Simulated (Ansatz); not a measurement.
# I (Cmce) in Ansatz: further runs, part 2 of 2

Ansatz 0.2.0. The steps go on from the part before.

**3. Band structure, HSEsol**

File input.yaml:

```yaml
crystal:
  lattice:
    - [3.635035, -2.39502, 0.0]
    - [3.635035, 2.39502, 0.0]
    - [0.0, 0.0, 9.79344]
  atoms:
    - { symbol: I, position: [0.6493, 0.3507, 0.3844] }
    - { symbol: I, position: [0.1493, 0.8507, 0.1156] }
    - { symbol: I, position: [0.3507, 0.6493, 0.6156] }
    - { symbol: I, position: [0.8507, 0.1493, 0.8844] }
hamiltonian:
  xc:
    exchange: hjs_pbesol
    correlation: pbesol
    exx: { coeff: 0.25, omega: 0.207 }
  pseudopotentials: { kind: paw }
kpoints:
  mp_grid: { grid: [4, 4, 2] }
  band_path:
    path:
      - [[0.0, 0.0, 0.0], [0.3585278261, -0.3585278261, 0.0], [0.0, -0.5, 0.0], [0.0, -0.5, -0.5], [0.3585278261, -0.3585278261, -0.5], [0.0, 0.0, -0.5], [0.0, 0.0, 0.0], [-0.5, -0.5, 0.0], [-0.3585278261, -0.6414721739, 0.0], [-0.3585278261, -0.6414721739, -0.5], [-0.5, -0.5, -0.5], [-0.5, -0.5, 0.0]]
      - [[0.0, 0.0, -0.5], [-0.5, -0.5, -0.5]]
    npoints: 4
scf:
  occupations: { method: fermi_dirac, width: 0.05 }
  n_extra_bands: 10
output:
  forces: true
  stress: true
  eigenvalues: true
  fatbands: false
  write_density: true
  write_potential: true
  elf: true
  volumetric_format: npy
```

Potentials or basis: Ansatz PAW.

Launch:

```bash
$ ansatz run input.yaml --threads 2 --pin off --max-ram 5632MiB --backend cpu --events-out ev --progress --plain --runs-dir out
```

The program printed:

```text
Warning: output.stress: scf.convergence.dr2_threshold = 1e-7 eV (the SCF's general default) is looser than the 4e-10 eV advised for a printed stress (1e-10 eV for each atom of the cell: 4). What an SCF threshold leaves in a stress goes as its square root, and in the free energy as the threshold itself, and one threshold admits the most on a small cell: of the crystals measured, under no hybrid functional and no lock of the moments, on runs that ended without the residual-converged pass, on stresses that held no estimate of that error, the worst erred by over 100 MPa in a component at 1e-7 eV an atom and by under 5 at 1e-10. Set scf.convergence.dr2_threshold to 4e-10 eV or tighter. The threshold is an SCF's pass mark: one that does not reach it within its budget of iterations ends unconverged, or closes short of it on a stop that the run arms, and scf.convergence.dr2_threshold's page says what that costs each kind of run
[... 105 lines left out ...]
  k-point 2: bands = ["-43.2347", "-43.2321", "-43.1097", "-43.1071", "-43.0893", "-43.0871", "-43.0528", "-43.0507", "-43.0464", "-43.0461", "-43.0100", "-43.0098", "-42.7205", "-42.7203", "-42.7198", "-42.7195", "-42.7173", "-42.7171", "-42.7164", "-42.7160", "-10.4233", "-10.0284", "-8.1809", "-7.4147", "-0.6385", "0.2868", "1.3952", "1.5099", "2.3124", "2.4346", "3.4153", "3.5578", "3.7282", "3.8738", "6.5343", "7.0834", "10.9000", "10.9129", "11.3099", "11.9027", "12.3371", "12.9660", "13.8538", "14.2527"]
  k-point 13: bands = ["-43.2334", "-43.2334", "-43.1082", "-43.1082", "-43.0883", "-43.0883", "-43.0516", "-43.0516", "-43.0462", "-43.0462", "-43.0097", "-43.0097", "-42.7200", "-42.7200", "-42.7198", "-42.7198", "-42.7172", "-42.7172", "-42.7159", "-42.7159", "-10.0833", "-10.0833", "-7.5937", "-7.5937", "0.0353", "0.0353", "0.4603", "0.4603", "2.1177", "2.1177", "2.8206", "2.8206", "3.0131", "3.0131", "6.3779", "6.3779", "11.0764", "11.0764", "12.1146", "12.1146", "12.2905", "12.2905", "14.4749", "14.4749"]
```

rho_z.tsv:

```text
# z_ang	rho[e/angstrom^3]
# format = ansatz-planar-average/11
# lattice	3.635035000	-2.395020000	0.000000000
# lattice	3.635035000	2.395020000	0.000000000
# lattice	0.000000000	0.000000000	9.793440000
# sites	4
# site	53	3.635035000	-0.715152972	3.764598336
# site	53	3.635035000	1.679867028	1.132121664
# site	53	3.635035000	0.715152972	6.028841664
# site	53	3.635035000	-1.679867028	8.661318336
0.000000	1.437797e-1
0.136020	1.503190e-1
0.272040	1.699299e-1
0.408060	2.049112e-1
0.544080	2.839572e-1
0.680100	4.407301e-1
[... 64 lines left out ...]
9.521400	1.699299e-1
9.657420	1.503190e-1
```

Wall time 4.7 min (2 threads of AMD EPYC 9R45 (Zen 5), shared host); peak memory 2.3 GiB.

Results:

```
Free energy             : -29834.3108 eV
Pressure                : -0.2 GPa
Largest force           : 0.260 eV/Å
Band gap on the k mesh  : 2.10 eV, indirect (least direct gap 2.30 eV)
Band gap along the path : 2.09 eV, indirect (least direct gap 2.30 eV)
```

Forces on the atoms (eV/Å):
```
I    0.000 -0.081 -0.247
I    0.000 -0.081  0.247
I    0.000  0.081  0.247
I    0.000  0.081 -0.247
```

Stress tensor (GPa, compression positive):
```
 0.11  0.00  0.00
 0.00 -0.46  0.00
 0.00  0.00 -0.27
```

Levels at the corners of the path, in eV from the valence-band top:
```csv
point,band 30,band 31,band 32,band 33,band 34,band 35,band 36,band 37,band 38,band 39
Γ,-1.35,-1.22,-0.61,-0.19,-0.12,2.18,3.11,6.06,6.06,6.25
X,-2.51,-1.76,-1.05,-0.66,-0.36,2.46,2.72,7.07,7.25,8.32
S,-1.90,-1.32,-1.32,-0.51,-0.51,3.06,3.06,6.22,6.22,8.31
R,-2.00,-0.87,-0.87,0.00,0.00,2.49,2.49,6.60,6.60,7.41
A,-2.90,-0.97,-0.97,-0.61,-0.61,2.57,2.57,7.69,7.69,7.86
Z,-1.42,-1.11,-1.11,-0.15,-0.15,2.46,2.46,6.54,6.54,7.06
Γ,-1.35,-1.22,-0.61,-0.19,-0.12,2.18,3.11,6.06,6.06,6.25
Y,-2.14,-2.08,-1.45,-0.79,-0.41,2.10,2.69,5.92,6.68,6.86
X1,-2.51,-1.76,-1.05,-0.66,-0.36,2.46,2.72,7.07,7.25,8.32
A1,-2.90,-0.97,-0.97,-0.61,-0.61,2.57,2.57,7.69,7.69,7.86
T,-2.04,-1.34,-1.34,-1.15,-1.15,2.22,2.22,6.91,6.91,7.95
Y,-2.14,-2.08,-1.45,-0.79,-0.41,2.10,2.69,5.92,6.68,6.86
Z,-1.42,-1.11,-1.11,-0.15,-0.15,2.46,2.46,6.54,6.54,7.06
T,-2.04,-1.34,-1.34,-1.15,-1.15,2.22,2.22,6.91,6.91,7.95
```

Caveat: spin-orbit coupling is left out, which moves the levels of the heavy elements; the PAW data sets come from PBE, with cores solved anew for the run's functional, which leaves a small shift of forces and pressure; the thresholds are loose for stress.
